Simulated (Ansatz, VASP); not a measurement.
Cl: VASP beside Ansatz

```
CELL_PARAMETERS angstrom
7.39864 0.00000 0.00000
0.00000 7.39864 0.00000
0.00000 0.00000 7.39864
ATOMIC_POSITIONS crystal
Cl 0.30768 0.25388 0.84955
Cl 0.40906 0.43628 0.02028
Cl 0.88639 0.12361 0.12643
Cl 0.82070 0.35331 0.25395
Cl 0.01569 0.92907 0.56501
Cl 0.79915 0.79745 0.46453
Cl 0.25589 0.52612 0.44367
Cl 0.41154 0.72872 0.35315
Cl 0.28878 0.85569 0.94017
Cl 0.50219 0.80632 0.78019
Cl 0.96343 0.56329 0.84661
Cl 0.83412 0.38022 0.69348
```

Alike in both runs: functional PBE; dispersion D3(BJ); k mesh 1 × 1 × 1; occupations fermi-dirac, width 0.02 eV; no spin polarisation.

Ansatz relaxed the structure, and its values are those at the end. VASP's run is a single point on that final structure, the one shown.

|  | VASP | Ansatz |
| --- | --- | --- |
| version | VASP 6.6.1 | Ansatz 0.2.0 |
| potentials or method | VASP PAW PBE potentials, release 64 (Cl) | scalar-relativistic, plane waves, PAW |
| plane-wave cutoff (eV) | 520 | 420 |
| valence electrons in the cell | 84 | 84 |

|  | VASP | Ansatz | Ansatz less VASP |
| --- | --- | --- | --- |
| gap on the k mesh at the Fermi level (eV) | 2.04 | 1.99 | -0.047 |
| rms of the force components (eV/Å) | 0.166 | 0.096 | -0.0698 |
| dispersion energy (meV/atom) | -127.3 | -127.3 | -0.03 |

The functional is the same, so the differences come from potentials, cutoffs and numerics. Ansatz warned: «xc_potential_rough_in_thin_density».

Expect the measured gap to be larger: semilocal functionals such as PBE lack the derivative discontinuity.
